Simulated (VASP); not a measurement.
# InP (F-43m) in VASP: notebook

One crystal, InP, is run at these levels: PBE-based global hybrid; tasks: single point.

Program: VASP 6.6.1. These are calculated values, not measurements. Logs are shortened: lines on timing, memory, paths and dates and some standing lists are left out, and cuts for length are marked.

## (1) The crystal as given

The structure is cubic, space group F-43m (No. 216). The conventional cell has a = 5.861 Å, b = 5.861 Å, c = 5.861 Å, α = 90.00°, β = 90.00°, γ = 90.00°. Around In (site symmetry -43m) lie 4 P at 2.54 Å. Around P (site symmetry -43m) lie 4 In at 2.54 Å.

## (2) Single point, PBE-based global hybrid

Contents of POSCAR:

```
InP
1.0
    0.0000000000      2.9305000000      2.9305000000
    2.9305000000      0.0000000000      2.9305000000
    2.9305000000      2.9305000000      0.0000000000
In P
1 1
Direct
    0.0000000000      0.0000000000      0.0000000000
    0.2500000000      0.2500000000      0.2500000000
```

Contents of INCAR.step1:

```
PREC = Accurate ; ENCUT = 520
EDIFF = 1E-5 ; ISMEAR = 0
SIGMA = 0.01 ; LREAL = F
LASPH = T ; NELM = 100
ALGO = Normal ; ISIF = 2
LWAVE = T ; LCHARG = F
GGA = PE ; NBANDS = 16
```

Contents of INCAR.step2:

```
PREC = Accurate ; ENCUT = 520
EDIFF = 1E-7 ; ISMEAR = 0
SIGMA = 0.01 ; LREAL = F
LASPH = T ; NELM = 100
ALGO = Normal ; ISIF = 2
LWAVE = F ; LCHARG = F
GGA = PE ; LHFCALC = T
AEXX = 0.25 ; PRECFOCK = Normal
HFRCUT = -1 ; ISTART = 1
NBANDS = 16
```

Contents of KPOINTS:

```
Automatic mesh
0
Gamma
  4 4 4
```

Potentials or basis: VASP PAW PBE potentials, release 64 (In_d, P).

Launch:

```console
> cat potpaw_PBE.64/In_d/POTCAR potpaw_PBE.64/P/POTCAR > POTCAR
> cp INCAR.step1 INCAR
> mpirun -np 1 vasp_std > vasp.out
> cp INCAR.step2 INCAR
> mpirun -np 1 vasp_std > vasp.out
```

OUTCAR:

```text
PREC = Accurate
   ENCUT = 520
   EDIFF = 1E-7
   ISMEAR = 0
   LREAL = F
   LASPH = T
   NELM = 100
   ISIF = 2
   GGA = PE
   LHFCALC = T
   AEXX = 0.25
   PRECFOCK = Normal
   ISTART = 1

 ion  position               nearest neighbor table
   1  0.000  0.000  0.000-   2 2.54   2 2.54   2 2.54   2 2.54
   2  0.250  0.250  0.250-   1 2.54   1 2.54   1 2.54   1 2.54

  LATTYP: Found a face centered cubic cell.
 ALAT       =     5.8610000000

  Lattice vectors:

 A1 = (   0.0000000000,   2.9305000000,   2.9305000000)
 A2 = (   2.9305000000,   0.0000000000,   2.9305000000)
 A3 = (   2.9305000000,   2.9305000000,   0.0000000000)

Analysis of symmetry for initial positions (statically):
=====================================================================
 Subroutine PRICEL returns:
 Original cell was already a primitive cell.

 Routine SETGRP: Setting up the symmetry group for a
 face centered cubic supercell.

 Subroutine GETGRP returns: Found 24 space group operations
 (whereof 24 operations were pure point group operations)
 out of a pool of 48 trial point group operations.

The static configuration has the point symmetry T_d .

Analysis of symmetry for dynamics (positions and initial velocities):
=====================================================================
 Subroutine PRICEL returns:
 Original cell was already a primitive cell.

 Routine SETGRP: Setting up the symmetry group for a
 face centered cubic supercell.

 Subroutine GETGRP returns: Found 24 space group operations
 (whereof 24 operations were pure point group operations)
 out of a pool of 48 trial point group operations.

The dynamic configuration has the point symmetry T_d .

 Subroutine INISYM returns: Found 24 space group operations
 (whereof 24 operations are pure point group operations),
 and found     1 'primitive' translations

----------------------------------------------------------------------------------------

                                     Primitive cell

  volume of cell :      50.3333

  direct lattice vectors                    reciprocal lattice vectors
     0.000000000  2.930500000  2.930500000    -0.170619348  0.170619348  0.170619348
     2.930500000  0.000000000  2.930500000     0.170619348 -0.170619348  0.170619348
     2.930500000  2.930500000  0.000000000     0.170619348  0.170619348 -0.170619348

  length of vectors
     4.144352845  4.144352845  4.144352845     0.295521380  0.295521380  0.295521380
[... 72 lines left out ...]
   POTIM  = 0.5000    time-step for ionic-motion
   TEBEG  =    0.0;   TEEND  =   0.0 temperature during run
   PSTRESS=    0.0 pullay stress
   NELECT =      18.0000    total number of electrons
   NUPDOWN=      -1.0000    fix difference up-down
   EMIN   =  10.00;   EMAX   =-10.00  energy-range for DOS
   EFERMI =   0.00;   METHOD = LEGACY
   ISMEAR =     0;   SIGMA  =   0.01  broadening in eV -4-tet -1-fermi 0-gaus
   EFERMI_NEDOS =   21; number of points for ismear=-14 and -15
   IALGO  =     38    algorithm
   IMIX   =      1    mixing-type and parameters
     AMIX     =   0.40;   BMIX     =  1.00
     AMIX_MAG =   1.60;   BMIX_MAG =  1.00
  volume/ion in A,a.u.               =      25.17       169.83
  Fermi-wavevector in a.u.,A,eV,Ry     =   1.162021  2.195901 18.371846  1.350293
  Thomas-Fermi vector in A             =   2.298587
   LORBIT       =      0    0 simple, 1 ext, 2 COOP (PROOUT), +10 PAW based schemes
   GGA     = PE    functional components
   LHFCALC =     T    Hartree Fock is set to
   PRECFOCK=normal    Normal, Fast or Accurate (Low or Medium for compatibility)
   ENCUT4O =  -1.0   cutoff for four orbital integrals eV
   NKREDX  =     1    reduce k-point grid by
   NKREDY  =     1    reduce k-point grid by
   NKREDZ  =     1    reduce k-point grid by
   AEXX    =    0.2500 exact exchange contribution
   HFSCREEN=    0.0000 screening length (either q_TF or 0.3 A-1)
   HFSCREENC=   0.0000 screening length for correlation (either q_TF or 0.3 A-1)
   ENCUTFOCK=  -1.0 apply spherical cutoff to Coloumb kernel
   IVDW    =     0    specifies the selected vdW correction
   LEPSILON=     F    determine dielectric tensor
   LRPA    =     F    only Hartree local field effects (RPA)
 non-spin polarized calculation
 Gauss-broadening in eV      SIGMA  =   0.01
  energy-cutoff  :      520.00
  volume of cell :       50.33
 maximum number of plane-waves:      1380
 NGX is ok and might be reduce to    32
  NGX = 24; NGY = 24; NGZ = 24

 number of electron      18.0000005 magnetization

 Free energy of the ion-electron system (eV)
  ---------------------------------------------------
  ext. energy  EPLUGINS =         0.00000000
  ---------------------------------------------------
  free energy    TOTEN  =       -10.79728663 eV

  energy without entropy =      -10.79728663  energy(sigma->0) =      -10.79728663

 E-fermi :   4.4840     XC(G=0):  -7.3364

 val. band max:        4.4273087466   @ k =   0.0000   0.0000   0.0000
 cond. band min:       6.6455540435   @ k =   0.0000   0.0000   0.0000
 fundamental gap:      2.2182452969
 Fermi energy:         4.4839756077

 k-point     1 :       0.0000    0.0000    0.0000
  band No.  band energies     occupation
      1     -11.5370      2.00000
      2     -11.5370      2.00000
      3     -11.5370      2.00000
      4     -11.3755      2.00000
      5     -11.3755      2.00000
      6      -8.4049      2.00000
[... 129 lines left out ...]
      3     -11.4396      2.00000
      4     -11.3972      2.00000
      5     -11.3619      2.00000
      6      -5.6962      2.00000
[... 8 lines left out ...]
     15      17.7634      0.00000
     16      18.3610      0.00000

------------------------ aborting loop because EDIFF is reached ----------------------------------------

  FORCE on cell =-STRESS in cart. coord.  units (eV):
  Direction    XX          YY          ZZ          XY          YZ          ZX
  --------------------------------------------------------------------------------------
  -------------------------------------------------------------------------------------
  Total        0.4072932      0.4072932      0.4072932      0.0000000      0.0000000     -0.0000000
  in kB       12.9647017     12.9647017     12.9647017      0.0000000      0.0000000     -0.0000000
  external PRESSURE =      12.9647017 kB  Pullay stress =       0.0000000 kB

 VOLUME and BASIS-vectors are now :
 -----------------------------------------------------------------------------
  energy-cutoff  :      520.00
  volume of cell :       50.33
      direct lattice vectors                 reciprocal lattice vectors
     0.000000000  2.930500000  2.930500000    -0.170619348  0.170619348  0.170619348
     2.930500000  0.000000000  2.930500000     0.170619348 -0.170619348  0.170619348
     2.930500000  2.930500000  0.000000000     0.170619348  0.170619348 -0.170619348

 POSITION                                       TOTAL-FORCE (eV/Angst)
 -----------------------------------------------------------------------------------
      0.00000      0.00000      0.00000        -0.000000     -0.000000     -0.000000
      1.46525      1.46525      1.46525         0.000000      0.000000      0.000000
 -----------------------------------------------------------------------------------
    total drift:                                0.000051      0.000071      0.000037

  FREE ENERGIE OF THE ION-ELECTRON SYSTEM (eV)
  ---------------------------------------------------
  free  energy   TOTEN  =       -10.7972866307 eV

  energy  without entropy=      -10.7972866307  energy(sigma->0) =      -10.79728663
```

OUTCAR.step1:

```text
PREC = Accurate
   ENCUT = 520
   EDIFF = 1E-5
   ISMEAR = 0
   LREAL = F
   LASPH = T
[... 355 lines left out ...]
 -----------------------------------------------------------------------------------
      0.00000      0.00000      0.00000        -0.000000     -0.000000     -0.000000
      1.46525      1.46525      1.46525         0.000000      0.000000      0.000000
 -----------------------------------------------------------------------------------
    total drift:                               -0.000000     -0.000000     -0.000000

  FREE ENERGIE OF THE ION-ELECTRON SYSTEM (eV)
  ---------------------------------------------------
  free  energy   TOTEN  =        -8.2720945724 eV

  energy  without entropy=       -8.2720945724  energy(sigma->0) =       -8.27209457
```

Wall time 3.8 min (1 thread of Intel Xeon Platinum 8375C at 2.90GHz (Ice Lake), shared host); peak memory 0.18 GiB.

What came out:

| Property | Result |
| --- | --- |
| Free energy | -10.7973 eV |
| Pressure | 1.3 GPa |
| Band gap on the k mesh | 2.22 eV, direct |

Caveat: the k mesh is coarse (spacing up to 0.46 Å⁻¹), so the values aren't converged; the PAW data sets were made with another functional, which shifts forces and pressure a little; spin-orbit coupling is left out, which moves the levels of the heavy elements.

## (3) Single point, PBE-based global hybrid

POSCAR is that of step 2.

Contents of INCAR.step1:

```
SYSTEM = InP
ALGO = Normal
EDIFF = 1E-5
ENCUT = 520
GGA = PE
ISIF = 2
ISMEAR = 0
LASPH = .True.
LCHARG = .False.
LREAL = .False.
LWAVE = .True.
NBANDS = 16
NELM = 100
PREC = Accurate
SIGMA = 0.01
```

Contents of INCAR.step2:

```
SYSTEM = InP
AEXX = 0.4
ALGO = Normal
EDIFF = 1E-6
ENCUT = 520
GGA = PE
HFRCUT = -1
ISIF = 2
ISMEAR = 0
ISTART = 1
LASPH = .True.
LCHARG = .False.
LHFCALC = .True.
LREAL = .False.
LWAVE = .False.
NBANDS = 16
NELM = 100
PREC = Accurate
PRECFOCK = Normal
SIGMA = 0.01
```

Contents of KPOINTS:

```
k-points
0
Gamma
  4 4 4
  0 0 0
```

Potentials or basis: VASP PAW PBE potentials, release 64 (In_d, P).

Launch:

```console
> cat potpaw_PBE.64/In_d/POTCAR potpaw_PBE.64/P/POTCAR > POTCAR
> cp INCAR.step1 INCAR
> mpirun -np 1 vasp_std > vasp.out
> cp INCAR.step2 INCAR
> mpirun -np 1 vasp_std > vasp.out
```

Wall time 4 min (1 thread of Intel Xeon Platinum 8375C at 2.90GHz (Ice Lake), shared host); peak memory 0.18 GiB.

It converged, with:

```yaml
Free_energy: -12.3701 eV
Pressure: 0.1 GPa
Band_gap_on_the_k_mesh: 3.19 eV, direct
```

Levels at points of the mesh, in eV from the valence-band top:
| k point | band 5 | band 6 | band 7 | band 8 | band 9 | band 10 | band 11 | band 12 | band 13 | band 14 |
| --- | --- | --- | --- | --- | --- | --- | --- | --- | --- | --- |
| (0.00, 0.00, 0.00) | -16.81 | -13.59 | 0.00 | 0.00 | 0.00 | 3.19 | 6.60 | 6.60 | 6.60 | 11.38 |
| (0.50, 0.00, 0.00) | -16.80 | -11.60 | -6.65 | -1.14 | -1.14 | 3.90 | 7.35 | 7.35 | 9.76 | 12.46 |
| (0.50, 0.50, 0.00) | -16.78 | -10.85 | -6.62 | -2.71 | -2.71 | 3.87 | 4.61 | 12.39 | 12.94 | 12.94 |

Caveat: the k mesh is coarse (spacing up to 0.46 Å⁻¹), so the values aren't converged; the PAW data sets were made with another functional, which shifts forces and pressure a little; spin-orbit coupling is left out, which moves the levels of the heavy elements.
